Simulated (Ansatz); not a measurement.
Two G0W0 runs on GaP (F-43m).

```xyz
2
Lattice="0.0000 2.7252 2.7252 2.7252 0.0000 2.7252 2.7252 2.7252 0.0000" Properties=species:S:1:pos:R:3 pbc="T T T"
Ga    0.0000    0.0000    0.0000
P     1.3626    1.3626    1.3626
```

The cell and positions come from the Crystallography Open Database and are kept as given unless a step says otherwise. PAW set soft_2, made with PBE.

The first (Ansatz 0.2.0; start PBE, 6×6×6 mesh, 259 empty bands, screening to 200 eV; 1 × NVIDIA H100 80GB HBM3 (shared by 3 runs) with 3 threads of AMD EPYC 7R13 (Zen 3), shared host) gave, on its mesh: starting gap 1.65 eV, G0W0 gap 2.19 eV, RPA ε∞ (mean) 12.17, 12 s.

**Question.** The second changes empty bands from 259 to 42 and screening cutoff (eV) from 200.0 to 60. What does it give?

It gave: starting gap 1.65 eV, G0W0 gap 1.95 eV, RPA ε∞ (mean) 12.22, 9.7 s. The G0W0 gap moves by −0.23 eV, +0.00 eV from the start and −0.23 eV from the correction. Σc changes by +0.48 eV at the valence top and +0.24 eV at the conduction bottom, and Σx − Vxc between them by +0.00 eV.

Limits: not at the basis limit; no spin-orbit coupling.

[Paths, hosts, dates, memory and timing lines, banners, echoed tables and standing remarks are left out of the program output.]

[Logs are printed without paths, hosts, clocks, repeated set-up lines and the standing remarks that a program may print on its own settings, such as how far it seeks lower states.]

[Runs of the session that timed out or met a known fault of the program may be left out.]

[Cells called generated may have been cut or substituted from an entry of the Crystallography Open Database or the Materials Project.]

[Hosts, paths, dates, database ids (printed as entryN), source tags and the programs' standing remarks are cut or masked in the printed files.]
